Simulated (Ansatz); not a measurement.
# GaN (P6_3mc) in Ansatz: a series of runs

Runs on GaN. Level: PBE. Tasks: single point.

All numbers are computed with Ansatz 0.2.0; they aren't measurements. Logs are shortened: lines on timing, memory, paths and dates and some standing lists are left out, and cuts for length are marked.

**What was measured.**

From “Studying electronic properties in GaN without electrical contacts using γ-γ vs e−-γ Perturbed Angular Correlations”, 2019, pmc:6823545, for a bulk crystal of GaN: band gap 3.503 ± 0.005 eV (direct).

The results are compared with them further down.

## (1) Starting point

It takes space group P6_3mc (No. 186, hexagonal). Conventional cell: a = 3.180 Å, b = 3.180 Å, c = 5.166 Å, α = 90.00°, β = 90.00°, γ = 120.00°. Ga (site symmetry 3m) is surrounded by 4 N at 1.94 to 1.95 Å. N (site symmetry 3m) is surrounded by 4 Ga at 1.94 to 1.95 Å.

## (2) Single point, PBE

File input.yaml:

```yaml
crystal:
  lattice:
    - [3.18, 0.0, 0.0]
    - [-1.59, 2.753960784, 0.0]
    - [0.0, 0.0, 5.166]
  atoms:
    - { symbol: Ga, position: [0.6666666667, 0.3333333333, 0.5] }
    - { symbol: Ga, position: [0.3333333333, 0.6666666667, 0.0] }
    - { symbol: "N", position: [0.6666666667, 0.3333333333, 0.875] }
    - { symbol: "N", position: [0.3333333333, 0.6666666667, 0.375] }
hamiltonian:
  xc: pbe
  pseudopotentials: { kind: paw }
kpoints:
  mp_grid: { grid: [10, 10, 5] }
scf:
  occupations: { method: gaussian, width: 0.016 }
output:
  forces: true
  stress: true
  eigenvalues: true
  write_density: true
  write_potential: true
  elf: true
  volumetric_format: npy
```

Potentials or basis: Ansatz PAW.

Run with:

```sh
ansatz run input.yaml --threads 2 --pin off --max-ram 5632MiB --backend cpu --events-out ev --progress --plain --runs-dir out
```

Log:

```text
Warning: RAYON_NUM_THREADS=2 ignored (pool sized by the plan → 2); use --threads N
Engine: ansatz 0.2.0, x86_64-unknown-linux-gnu
Pseudopotentials: kind: paw
Pseudopotential: Ga, paw, valence charge 13, recommended cutoff 420 eV (normal), Ga.paw.azcp
Pseudopotential: N, paw, valence charge 5, recommended cutoff 420 eV (normal), N.paw.azcp
Functional definition: PBE
  parameter kappa = 0.804
  parameter beta = 0.06672455060314922
  exchange = pbe_x(kappa = kappa, mu = beta*pi^2/3)
  correlation = pbe_c(beta = beta)
Crystal: 4 atoms, lattice volume = 45.242 Å³
Basis set: ecut = 420 eV, 881 PW (Γ), exchange–correlation on 48×48×72 points (8 copies of the dense FFT grid, shifted against one another)
Bands: 22, of which v1, the nominal top of the filled ones, is band 18 counted from 1 (17 counted from 0)
Symmetry: 12 space group operations
Space group: P63mc (ITA 186), of the structure as read, at distance tolerance 3.6e-5 Å
k-points: 42 of 500 (time reversal used)
Non-local potential: Ga, projectors of the file, l = 0: 2, l = 1: 2, l = 2: 3, l = 3: 1
Non-local potential: N, projectors of the file, l = 0: 2, l = 1: 2, l = 2: 1
PAW form: soft (Blöchl's): semilocal exchange-correlation on the pseudo side does not see the compensation charge
PAW one-centre angular grid: Ga, 590 points (default); XC on 64 Gauss nodes
PAW one-centre angular grid: N, 110 points (default); XC on 64 Gauss nodes
Initial density: superposition of atomic densities (neutral atoms: chi_scale 0, normalization atom), corrected by the library's trained network
Initial wavefunctions: pseudopotential atomic-orbital guess
Functional: x = pbe(κ = 0.804, μ = 0.2195149727645171), c = pbe(β = 0.06672455060314922)
SCF iter   1: F=—  HF=-8335.795573 eV  |F-HF|=—  |Δ(HF+E_count)|=         —  Δρ=8.48e-4  dr2=1.83e-4  ethr=1.77e-3  ⟨swp⟩=5.4  Hψ=3876  notcnv=0
preconditioner: auto → Resta (q_TF=auto, 2.626 Å⁻¹)  ε∞=5.0  [insulator: Δε(μ)=1.958 eV  Ē_g=16.647 eV  σ=0.016 eV  W_gap=1.00  n_scr=22 (ndim 8)  ℏωp=33.1 eV  f_vac=0.008  D(μ)=0.00/eV (n_scr^D=0)  ε∞_Penn≈5.0]
SCF iter   2: F=—  HF=-8335.796192 eV  |F-HF|=—  |Δ(HF+E_count)|=   6.19e-4  Δρ=4.03e-4  dr2=2.56e-5  ethr=5.08e-7  ⟨swp⟩=2.2  Hψ=2124  notcnv=0
SCF iter   3: F=—  HF=-8335.796301 eV  |F-HF|=—  |Δ(HF+E_count)|=   1.09e-4  Δρ=1.87e-4  dr2=6.69e-6  ethr=7.12e-8  ⟨swp⟩=2.0  Hψ=1613  notcnv=0
SCF iter   4: F=—  HF=-8335.796329 eV  |F-HF|=—  |Δ(HF+E_count)|=   2.72e-5  Δρ=5.63e-5  dr2=9.62e-7  ethr=1.86e-8  ⟨swp⟩=2.0  Hψ=1659  notcnv=0
iter 5 did not close the SCF: its close was put off for the readings that it lacked (scf_convergence_deferred on its scf_iter line)
SCF iter   5: F=-8335.796332 eV  HF=-8335.796331 eV  |F-HF|=2.27e-7  |Δ(HF+E_count)|=   2.72e-6  Δρ=1.82e-5  dr2=9.27e-8  ethr=2.67e-9  ⟨swp⟩=2.0  Hψ=1676  notcnv=0
SCF iter   6: F=-8335.796332 eV  HF=-8335.796332 eV  |F-HF|=3.43e-9  |Δ(HF+E_count)|=   2.46e-7  Δρ=4.55e-6  dr2=8.44e-9  ethr=2.58e-10  ⟨swp⟩=5.0  Hψ=5403  notcnv=0
SCF 1 converged in 6 iterations: F = -8335.796332 eV  dr2 = 8.44e-9
SCF converged after 6 iterations
Free energy (F): -8335.796332 eV
Harris-Foulkes:  -8335.796332 eV  (|F-HF|=3.43e-9)
Internal energy: -8335.796332 eV  (E = F + TS)
E sigma→0 (E₀):  -8335.796332 eV
Fermi energy:    10.834068 eV
--- Per-component energies (eV) ---
  E_band       = -5.329024
  E_kinetic    = 495.402261
  E_local      = -3888.975750  (includes V_loc(G=0)·N_el)
  E_nonlocal   = 948.898207
  E_hartree    = 1791.443277
  E_xc         = -257.979867
  E_vxc        = -268.793731  (∫ρ·V_xc dr)
  E_paw        = -4240.757785  (= ΣΔE_a)
  E_vpaw       = -874.746500  (= ΣTr[D̂ρ^β])
  E_aug_tail   = 0.000054  (compensation charges beyond the density's cutoff)
  E_ewald      = -3183.826728
  E_smearing   = -0.000000  (= −TS)
  E_closure    = -0.000000  (closes the sum)
  Σ components = -8335.796332   (vs F -8335.796332, Δ=0.00e0)
--- Forces (eV/Å), atoms counted from 1 ---
  atom   1  Ga    -0.00000000    -0.00000000    -0.13702271
  atom   2  Ga     0.00000000     0.00000000    -0.13702271
  atom   3  N      0.00000000    -0.00000000     0.13701355
  atom   4  N     -0.00000000     0.00000000     0.13701355
  max |Σ_I F_I| component: 1.83e-5 eV/Å
--- Stress (GPa, compression-positive) ---
        6.577590       0.000000      -0.000000
        0.000000       6.577590       0.000000
       -0.000000       0.000000       8.729204
  P = ⅓ Tr σ = 7.2948 GPa (72.948 kbar)
--- Band table (eV; the first three rows and the last of 42) ---
  k-point 0: bands = ["-6.2153", "-5.2787", "-3.6527", "-3.6314", "-3.6314", "-3.5673", "-3.5673", "-3.3756", "-3.3756", "-3.2739", "-3.2739", "-2.0134", "2.7083", "8.7901", "8.7901", "9.7923", "9.8518", "9.8518", "11.8162", "14.1547", "19.1049", "19.7819"]
  k-point 1: bands = ["-6.0980", "-5.3256", "-3.6291", "-3.6291", "-3.6194", "-3.5770", "-3.5770", "-3.3623", "-3.3623", "-3.2803", "-3.2803", "-2.4085", "3.4303", "8.7233", "8.8869", "8.8869", "9.7460", "9.7460", "12.6954", "14.2293", "18.8382", "19.8261"]
  k-point 2: bands = ["-5.8039", "-5.4982", "-3.6189", "-3.6189", "-3.5988", "-3.5988", "-3.4659", "-3.3316", "-3.3316", "-3.3004", "-3.3004", "-3.0599", "5.0454", "6.9256", "9.1444", "9.1444", "9.4727", "9.4727", "13.8071", "14.2842", "18.4036", "18.6576"]
  k-point 41: bands = ["-5.1301", "-5.1127", "-3.5389", "-3.5172", "-3.5034", "-3.4518", "-3.3649", "-3.3624", "-3.3257", "-3.3164", "-1.6983", "-1.5757", "3.6401", "3.7702", "5.4373", "6.1817", "8.0379", "8.3346", "16.1734", "16.2086", "17.2010", "17.7092"]
```

Wall time 5.3 s (2 threads of Intel Xeon at 2.50GHz (Skylake/Cascade Lake), shared host); peak memory 0.39 GiB.

What came out:

```yaml
Free_energy: -8335.7963 eV
Pressure: 7.3 GPa
Largest_force: 0.137 eV/Å
Band_gap_on_the_k_mesh: 1.96 eV, direct
```

Forces on the atoms (eV/Å):
```
Ga   0.000  0.000 -0.137
Ga   0.000  0.000 -0.137
N    0.000  0.000  0.137
N    0.000  0.000  0.137
```

Caveat: odd divisions of the mesh miss points on the zone boundary, where band edges often lie, so the gap on the mesh can be too wide; the pressure holds a Pulay correction of +0.5 GPa for the finite cutoff.

## (3) Single point, PBE

input.yaml, as its differences from that of step 2:

```diff
@@ -16,3 +16,3 @@
 scf:
-  occupations: { method: gaussian, width: 0.016 }
+  occupations: { method: gaussian, width: 0.017 }
 output:
```

Potentials or basis: Ansatz PAW.

Run with:

```sh
ansatz run input.yaml --threads 2 --pin off --max-ram 5632MiB --backend cpu --events-out ev --progress --plain --runs-dir out
```

Run time: 5.5 s. Hardware: 2 threads of Intel Xeon at 2.50GHz (Skylake/Cascade Lake), shared host; peak memory 0.39 GiB.

The run converged. Its results:

```
Free energy            : -8335.7963 eV
Pressure               : 7.3 GPa
Largest force          : 0.137 eV/Å
Band gap on the k mesh : 1.96 eV, direct
```

Forces on the atoms (eV/Å):
```
Ga   0.000  0.000 -0.137
Ga   0.000  0.000 -0.137
N    0.000  0.000  0.137
N    0.000  0.000  0.137
```

Stress tensor (GPa, compression positive):
```
6.58 0.00 0.00
0.00 6.58 0.00
0.00 0.00 8.73
```

Levels at points of the mesh, in eV from the valence-band top:
```csv
k point,band 16,band 17,band 18,band 19,band 20,band 21
"(0.00, 0.00, 0.00)",-0.06,0.00,0.00,1.96,4.30,9.25
"(0.00, -0.50, 0.00)",-2.78,-2.26,-0.99,5.08,5.61,6.08
```

Caveat: odd divisions of the mesh miss points on the zone boundary, where band edges often lie, so the gap on the mesh can be too wide; the pressure holds a Pulay correction of +0.5 GPa for the finite cutoff.

## (4) Single point, PBE

input.yaml, as its differences from that of step 3:

```diff
@@ -16,3 +16,3 @@
 scf:
-  occupations: { method: gaussian, width: 0.017 }
+  occupations: { method: gaussian, width: 0.018 }
 output:
@@ -21,5 +21 @@
   eigenvalues: true
-  write_density: true
-  write_potential: true
-  elf: true
-  volumetric_format: npy
```

Run with:

```sh
ansatz run input.yaml --threads 2 --pin off --max-ram 5632MiB --backend cpu --events-out ev --progress --plain --runs-dir out
```

Wall time 4.2 s (2 threads of Intel Xeon at 2.50GHz (Skylake/Cascade Lake), shared host); peak memory 0.38 GiB.

The run converged. Its results:

- Free energy: -8335.7963 eV
- Pressure: 7.3 GPa
- Largest force: 0.137 eV/Å
- Band gap on the k mesh: 1.96 eV, direct

Forces on the atoms (eV/Å):
```
Ga   0.000  0.000 -0.137
Ga   0.000  0.000 -0.137
N    0.000  0.000  0.137
N    0.000  0.000  0.137
```

Stress tensor (GPa, compression positive):
```
6.58 0.00 0.00
0.00 6.58 0.00
0.00 0.00 8.73
```

Levels at points of the mesh, in eV from the valence-band top:
| k point | band 15 | band 16 | band 17 | band 18 | band 19 | band 20 | band 21 | band 22 |
| --- | --- | --- | --- | --- | --- | --- | --- | --- |
| (0.00, 0.00, 0.00) | -1.06 | -0.06 | 0.00 | 0.00 | 1.96 | 4.30 | 9.25 | 9.93 |
| (0.00, -0.50, 0.00) | -4.27 | -2.78 | -2.26 | -0.99 | 5.08 | 5.61 | 6.08 | 8.67 |

Caveat: odd divisions of the mesh miss points on the zone boundary, where band edges often lie, so the gap on the mesh can be too wide; the pressure holds a Pulay correction of +0.5 GPa for the finite cutoff.

(Part 1 of 2 ends here.)
